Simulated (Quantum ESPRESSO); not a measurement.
The system is Gd.

```
CELL_PARAMETERS angstrom
-2.02500 2.02500 2.02500
2.02500 -2.02500 2.02500
2.02500 2.02500 -2.02500
ATOMIC_POSITIONS crystal
Gd 0.00000 0.00000 0.00000
```

This isn't the form of Gd at room conditions, which is hcp.

Base run:

| Property | Result |
| --- | --- |
| Program | Quantum ESPRESSO 7.5 |
| Functional | PBE |
| Potentials or basis | SSSP 1.3 efficiency PBE |
| Cutoff | 748 eV |
| Density cutoff | 5987 eV |
| k mesh | 9 × 9 × 9 |
| Occupations | fermi-dirac, width 0.05 eV |
| Spin | collinear spin, ferromagnetic start |
| Starting moments | [8.5] μB |

Its results: band gap on the k mesh none (metal or under the smearing width); pressure -0.2 GPa; net moment 7.62 μB per cell; site moments Gd +7.34 μB.

Problem. The run is repeated on the same cell with these changes: functional from PBE to PBEsol; moments at the start from [8.5] to [7.0]. What comes out?

Solution. Band gap on the k mesh none (metal or under the smearing width); pressure -2.4 GPa; net moment 7.64 μB per cell; site moments Gd +7.35 μB.

Caveats: spin-orbit coupling is left out, which moves the levels of the heavy elements; the potentials were made for another functional, which shifts forces and pressure (some runs).
